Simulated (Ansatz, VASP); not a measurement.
TaN in VASP and in Ansatz

```
Ta N
1.0
     0.00000    2.17900    2.17900
     2.17900    0.00000    2.17900
     2.17900    2.17900    0.00000
Ta N
1 1
Direct
  0.50000 0.50000 0.50000
  0.00000 0.00000 0.00000
```

Alike in both runs: task single point; functional PBE; k mesh 7 × 7 × 7; occupations methfessel-paxton of order 1, width 0.1 eV; no spin polarisation.

|  | VASP | Ansatz |
| --- | --- | --- |
| version | VASP 6.6.1 | Ansatz 0.2.0 |
| potentials or method | VASP PAW PBE potentials, release 64 (Ta_pv, N) | plane waves, PAW |
| plane-wave cutoff (eV) | 520 | 550 |
| valence electrons in the cell | 16 | 18 |

Ansatz gave:

* pressure (GPa): 14.4

**Question.** What did VASP give for the same quantities?

**Answer.** Pressure (GPa): 15.4.

With one functional, cell and mesh, what is left measures potentials, basis and numerics. The two sets of potentials don't hold the same shells in valence.

Caveats: so large a pressure means that the cell lies far from this level's equilibrium, or that cutoff or potentials fall short (VASP). The runs have no spin-orbit coupling, so splittings on Ta are missing.
